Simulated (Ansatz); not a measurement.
C built on the lonsdaleite prototype, relaxed with r2SCAN in the PAW code Ansatz. The symmetry is P6_3/mmc (No. 194, hexagonal); a = 2.503 Å, c = 4.169 Å in the conventional setting, 5.66 Å³ an atom. C has 4 C at 1.54–1.56 Å.

The axes x, y and z are those of this cell:
```
C
1.0
     2.50320    0.00000    0.00000
    -1.25160    2.16783    0.00000
     0.00000    0.00000    4.16887
C
4
Direct
  0.33333 0.66667 0.00023
  0.66667 0.33333 0.50023
  0.33333 0.66667 0.37477
  0.66667 0.33333 0.87477
```

Unstrained: The PBE gap is indirect, 3.323 eV (Γ to K), below the direct gap of 4.995 eV at Γ. The r2SCAN gap is indirect, 3.596 eV (Γ to K), below the direct gap of 5.241 eV at Γ. With HSE06 the valence top lies at Γ and the conduction bottom at K, 4.377 eV higher; the smallest vertical gap, at Γ, is 6.340 eV. Meshes: PBE 12×12×6, r2SCAN 12×12×6, HSE06 9×9×4. Strains are changes of length per length. After each strain the atoms were relaxed again with r2SCAN within the symmetry that the strain leaves, so tilts or polar shifts that break it weren't tested; points keep the names that they have in the unstrained zone. Spin-unpolarised throughout; all numbers are computed.

(1) Apply uniaxial +5.07 % along x, other directions held. How far does the gap move, against the unstrained cell?

(2) Estimate what uniaxial -4.47 % along z, other directions held does to the gap.

Answers

(1) PBE: the gap goes from 3.323 to 2.973 eV (-0.350 eV); the edges move from Γ → K to Γ → M [(0, 1/2, 0)]; with r2SCAN the top three valence levels at Γ, grouped 2+1 from the top over 499 meV, become 1+1+1 over 605 meV. r2SCAN: the gap goes from 3.596 to 3.131 eV (-0.465 eV); the edges move from Γ → K to Γ → M [(0, 1/2, 0)]. HSE06: the gap goes from 4.377 to 4.074 eV (-0.303 eV); the edges move from Γ → K to Γ → M [(0, 1/2, 0)]. The r2SCAN energy rises by 50.7 meV an atom.

(2) PBE: the gap goes from 3.323 to 3.270 eV (-0.053 eV); with r2SCAN the top three valence levels at Γ, grouped 2+1 from the top over 499 meV, become 2+1 over 553 meV. r2SCAN: the gap goes from 3.596 to 3.548 eV (-0.048 eV). HSE06: the gap goes from 4.377 to 4.316 eV (-0.061 eV). The r2SCAN energy rises by 53.3 meV an atom.

The meshes of the hybrids are coarse, so their gaps aren't converged to the digits shown.

The splittings at Γ are without spin-orbit coupling, which regroups them where it is of like size or larger.
